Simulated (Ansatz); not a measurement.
## Energy landscape near a Sn structure

Level of theory: DFT PBE, scalar-relativistic, plane waves, PAW (Ansatz).

Settings: cutoff 420 eV, Γ-centred mesh 18×18×18 on the computed 1-atom cell, Gaussian smearing of 0.10 eV; no spin polarisation.

Reference cell:

```xyz
1
Lattice="-1.5908 1.5908 2.9156 1.5908 -1.5908 2.9156 1.5908 1.5908 -2.9156" Properties=species:S:1:pos:R:3 pbc="T T T"
Sn    0.0000    0.0000    0.0000
```

Each variant moves atoms of this cell by the vectors given, if any (Å), and then applies a symmetric strain (tensor components, Cartesian axes). The reference cell isn't relaxed at this level. Energies are per atom at zero smearing, counted from the lowest variant. Pressure is positive in compression.

1. strain (xx yy zz yz xz xy, %) 0.84 0.84 3.84 0.00 0.00 0.00
2. strain (xx yy zz yz xz xy, %) -1.40 -1.40 4.60 0.00 0.00 0.00
3. strain (xx yy zz yz xz xy, %) 5.91 5.91 -0.09 0.00 0.00 0.00
4. strain (xx yy zz yz xz xy, %) -1.73 -1.73 -3.23 0.00 0.00 0.00

```
result  ΔE (meV/atom) P (GPa)
     A           76.2    -5.14
     B            0.0     1.27
     C           38.6    -1.73
     D           44.5    -3.20
```

Task: Which variant gave which result?

Result: A is 3, B is 4, C is 2, D is 1. The pressure falls as the cell grows: from the smallest volume to the largest the variants are 4, 2, 1, 3.

This form isn't the element's structure at ambient conditions.